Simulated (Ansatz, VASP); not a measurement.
Two plane-wave programs on Ag

```
CELL_PARAMETERS angstrom
0.00000 2.07344 2.07344
2.07344 0.00000 2.07344
2.07344 2.07344 0.00000
ATOMIC_POSITIONS crystal
Ag 0.00000 0.00000 0.00000
```

Alike in both runs: task single point; functional PBE; k mesh 13 × 13 × 13; occupations gaussian, width 0.01 eV; no spin polarisation.

|  | VASP | Ansatz |
| --- | --- | --- |
| version | VASP 6.6.1 | Ansatz 0.2.0 |
| potentials or method | VASP PAW PBE potentials, release 64 (Ag) | plane waves (420 eV) with PAW, scalar-relativistic |
| plane-wave cutoff (eV) | 520 | 420 |
| valence electrons in the cell | 11 | 19 |

|  | VASP | Ansatz | Ansatz less VASP |
| --- | --- | --- | --- |
| pressure (GPa) | -0.3 | -0.1 | +0.11 |

The functional is the same, so the differences come from potentials, cutoffs and numerics. The two sets of potentials don't hold the same shells in valence.
